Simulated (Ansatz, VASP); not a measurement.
## Ir in VASP and in Ansatz

INCAR

```
PREC = Accurate
ENCUT = 520
EDIFF = 1E-7
ISMEAR = 0
SIGMA = 0.1
LREAL = F
LASPH = T
NELM = 100
ALGO = Fast
ISIF = 2
LWAVE = F
LCHARG = T
GGA = PE
LELF = T
LVHAR = T
NBANDS = 10
```

KPOINTS

```
regular mesh
0
Gamma
  18 18 18
```

File POSCAR:

```
Ir
1.0
    0.0000000000      1.9154190690      1.9154190690
    1.8321232860      0.0601058070      1.8553132620
    1.8755469000      1.8987368760      0.0166821930
Ir
1
Direct
    0.0000000000      0.0000000000      0.0000000000
```

Input for Ansatz:

```yaml
crystal:
  lattice:
    - [0.0, 1.915419069, 1.915419069]
    - [1.832123286, 0.060105807, 1.855313262]
    - [1.8755469, 1.898736876, 0.016682193]
  atoms:
    - { symbol: Ir, position: [0.0, 0.0, 0.0] }
basis:
  ecutwfc: 420
kpoints:
  mp_grid: { grid: [18, 18, 18] }
hamiltonian:
  xc: pbe
scf:
  occupations: { method: gaussian, width: 0.1 }
output:
  forces: true
  stress: true
  eigenvalues: true
  write_density: true
  write_potential: true
  elf: true
  volumetric_format: npy
```

Alike in both runs: task single point; functional PBE; k mesh 18 × 18 × 18; occupations gaussian, width 0.1 eV; no spin polarisation.

|  | VASP | Ansatz |
| --- | --- | --- |
| version | VASP 6.6.1 | Ansatz 0.2.0 |
| potentials or method | VASP PAW PBE potentials, release 64 (Ir) | scalar-relativistic, plane waves, PAW |
| plane-wave cutoff (eV) | 520 | 420 |
| valence electrons in the cell | 9 | 17 |

Ansatz gave:

- gap on the k mesh at the Fermi level (eV): none
- pressure (GPa): 48.9
- largest component of the traceless stress (GPa): 14.55

**Question.** Which values does VASP return?

**Answer.** gap on the k mesh at the Fermi level (eV): none; pressure (GPa): 50.1; largest component of the traceless stress (GPa): 14.55.

A gap of «none» marks a metal or a gap that the smearing closes. With one functional, cell and mesh, what is left measures potentials, basis and numerics. The two sets of potentials don't hold the same shells in valence.

Caveats: so large a pressure means that the cell lies far from this level's equilibrium, or that cutoff or potentials fall short (VASP). Spin-orbit coupling is left out, which matters for the levels of Ir.
